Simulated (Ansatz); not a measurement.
SiC:

```
CELL_PARAMETERS angstrom
3.07569 0.00000 0.00000
-1.53785 2.66363 0.00000
0.00000 0.00000 10.07065
ATOMIC_POSITIONS crystal
Si 0.00000 0.00000 0.18789
Si 0.00000 0.00000 0.68789
Si 0.33333 0.66667 0.43784
Si 0.66667 0.33333 0.93784
C 0.00000 0.00000 0.00046
C 0.00000 0.00000 0.50046
C 0.33333 0.66667 0.24980
C 0.66667 0.33333 0.74980
```

The cell is a database's computed one.

Below is the output of Ansatz 0.2.0 for this cell. Logs are shortened: lines on timing, memory, paths and dates and some standing lists are left out, and cuts for length are marked.

```text
Warning: RAYON_NUM_THREADS=4 ignored (pool sized by the plan → 4); use --threads N
LAPW: plane waves up to 9.184 Å⁻¹, error target 2.0e-3 eV per atom; small_component_spin mean_spin; C in spheres of 0.884 Å, 6 of its electrons in bands, Dirac shells []; Si in spheres of 0.998 Å, 12 of its electrons in bands, Dirac shells [] (how accurate: hamiltonian.pseudopotentials.lapw.basis_error, Limitations)
Engine: ansatz 0.2.0, x86_64-unknown-linux-gnu
Pseudopotentials: kind: all_electron
Pseudopotential: Si, LAPW, valence charge 12, lapw/all_electron/scalar/gaussian/Si, Koelling and Harmon's equation, gaussian nucleus
Pseudopotential: C, LAPW, valence charge 6, lapw/all_electron/scalar/gaussian/C, Koelling and Harmon's equation, gaussian nucleus
Functional definition: SPW92
  exchange = slater_x
  correlation = pw_c
Crystal: 8 atoms, lattice volume = 82.504 Å³
Basis set: ecut = 321.36474692404056 eV, 1091 PW (Γ), exchange–correlation at level 2
Bands: 44, of which v1, the nominal top of the filled ones, is band 36 counted from 1 (35 counted from 0)
Symmetry: 12 space group operations
Space group: P63mc (ITA 186), of the structure as read, at distance tolerance 4.4e-5 Å
k-points: 28 of 300 (time reversal used)
Non-local potential: Si, projectors of the file, none
[... 22 lines left out ...]
Internal energy: -35578.786749 eV  (E = F + TS)
E sigma→0 (E₀):  -35578.786749 eV
Fermi energy:    11.737991 eV
--- Per-component energies (eV) ---
  E_band       = -4706.579743
  E_kinetic    = 35605.836511
  E_xc         = -2724.256956
  E_electrostatic = -68460.366304  (all electrons and nuclei)
  E_smearing   = -0.000000  (= −TS)
  E_closure    = 0.000000  (closes the sum)
  E_atoms      = -35512.163388  (free atoms, spherical and without spin; not in F)
  Σ components = -35578.786749   (vs F -35578.786749, Δ=0.00e0)
  Basis errors (estimates in eV, not in F): energy 1.1e-3 per atom: plane waves 1.0e-3 (6.2e-4 summed), levels above the bands 4.6e-56, relativity 6.3e-9, radial functions 6.5e-5, core shells 1.0e-12; eigenvalues (radial functions only) 1.4e-5; not estimated: angular momenta, meshes, grids; target (lapw.basis_error) 2.0e-3; muffin-tin radii C 0.884 Å, Si 0.998 Å
--- Forces (eV/Å), atoms counted from 1 ---
  atom   1  Si     0.00000000    -0.00000000    -0.00216694
  atom   2  Si    -0.00000000     0.00000000    -0.00216694
  atom   3  Si     0.00000000     0.00000000     0.00403008
  atom   4  Si    -0.00000000    -0.00000000     0.00403008
  atom   5  C      0.00000000    -0.00000000    -0.00192112
  atom   6  C     -0.00000000     0.00000000    -0.00192112
  atom   7  C      0.00000000    -0.00000000     0.00005191
  atom   8  C     -0.00000000     0.00000000     0.00005191
  max |Σ_I F_I| component: 1.21e-5 eV/Å
--- Stress (GPa, compression-positive) ---
       -3.800498      -0.000000      -0.000000
       -0.000000      -3.800498       0.000000
       -0.000000       0.000000      -3.841354
  P = ⅓ Tr σ = -3.8141 GPa (-38.141 kbar)
--- Band table (eV; the first three rows and the last of 28) ---
  k-point 0: bands = ["-250.1789", "-250.1789", "-250.1173", "-250.1173", "-121.6314", "-121.6314", "-121.5869", "-121.5869", "-78.4780", "-78.4780", "-78.4778", "-78.4778", "-78.4778", "-78.4778", "-78.4380", "-78.4380", "-78.4314", "-78.4314", "-78.4314", "-78.4314", "-4.7792", "-3.5934", "-3.5586", "-1.1534", "1.9943", "6.2750", "6.3128", "9.4525", "9.4525", "9.9148", "9.9148", "10.0551", "10.0551", "10.5872", "10.6411", "10.6411", "15.7077", "16.2812", "16.9137", "16.9900", "17.5247", "17.5247", "17.5593", "17.5593"]
  k-point 1: bands = ["-250.1789", "-250.1789", "-250.1173", "-250.1173", "-121.6314", "-121.6314", "-121.5869", "-121.5869", "-78.4780", "-78.4780", "-78.4778", "-78.4778", "-78.4778", "-78.4778", "-78.4380", "-78.4380", "-78.4314", "-78.4314", "-78.4314", "-78.4314", "-4.6427", "-4.2372", "-2.6964", "-1.7189", "2.7791", "4.3998", "8.2209", "9.5176", "9.5176", "9.7010", "9.7010", "9.8638", "10.2987", "10.2987", "10.5440", "10.5440", "15.8012", "16.0561", "17.2060", "17.3797", "17.5921", "17.5921", "17.6034", "17.6034"]
  k-point 2: bands = ["-250.1789", "-250.1789", "-250.1173", "-250.1173", "-121.6314", "-121.6314", "-121.5869", "-121.5869", "-78.4780", "-78.4780", "-78.4779", "-78.4779", "-78.4778", "-78.4778", "-78.4380", "-78.4380", "-78.4315", "-78.4315", "-78.4314", "-78.4314", "-4.6046", "-3.4244", "-3.3888", "-1.0052", "2.1542", "6.3284", "6.3697", "8.5153", "9.1314", "9.1599", "9.3064", "9.7191", "9.8118", "10.0165", "10.4700", "10.5635", "16.0142", "16.5936", "16.6808", "17.2133", "17.4435", "17.5987", "17.7648", "17.9757"]
  k-point 27: bands = ["-250.1789", "-250.1789", "-250.1173", "-250.1173", "-121.6313", "-121.6313", "-121.5868", "-121.5867", "-78.4788", "-78.4788", "-78.4786", "-78.4786", "-78.4779", "-78.4779", "-78.4379", "-78.4379", "-78.4324", "-78.4324", "-78.4322", "-78.4322", "-0.6159", "-0.3840", "0.1420", "0.2381", "3.0874", "3.3637", "3.4005", "3.9185", "4.8545", "5.0431", "5.8368", "6.1300", "7.0581", "7.9857", "8.2301", "8.5717", "13.9603", "14.1152", "16.2508", "17.0144", "17.1776", "18.0276", "19.1227", "19.3480"]
```

Task: What input gives this log?

Result: Band structure with LDA, no spin polarisation. The files as run (others can give the same):

input.yaml
```yaml
crystal:
  lattice:
    - [3.0756941497, 0.0, 0.0]
    - [-1.5378470748, 2.6636292679, 0.0]
    - [0.0, 0.0, 10.07064648]
  atoms:
    - { symbol: Si, position: [0.0, 0.0, 0.18789438] }
    - { symbol: Si, position: [0.0, 0.0, 0.68789438] }
    - { symbol: Si, position: [0.3333333333, 0.6666666667, 0.43784198] }
    - { symbol: Si, position: [0.6666666667, 0.3333333333, 0.93784198] }
    - { symbol: C, position: [0.0, 0.0, 0.00046005] }
    - { symbol: C, position: [0.0, 0.0, 0.50046005] }
    - { symbol: C, position: [0.3333333333, 0.6666666667, 0.24980259] }
    - { symbol: C, position: [0.6666666667, 0.3333333333, 0.74980259] }
kpoints:
  mp_grid: { grid: [10, 10, 3] }
  band_path:
    path:
      - [0.0, 0.0, 0.0]
      - [0.5, 0.0, 0.0]
      - [0.3333333333, 0.3333333333, 0.0]
      - [0.0, 0.0, 0.0]
      - [0.0, 0.0, 0.5]
      - [0.5, 0.0, 0.5]
      - [0.3333333333, 0.3333333333, 0.5]
      - [0.0, 0.0, 0.5]
    npoints: 10
scf:
  occupations: { method: fermi_dirac, width: 0.05 }
hamiltonian:
  xc: lda
  pseudopotentials: { kind: all_electron, lapw: { basis_error: 0.002 } }
output:
  forces: true
  stress: true
  eigenvalues: true
```

Potentials or basis: all-electron LAPW, scalar-relativistic.
Run with:
```sh
$ ansatz run input.yaml --threads 4 --pin off --max-ram 12288MiB --backend cpu --events-out ev --progress --plain --runs-dir out
```
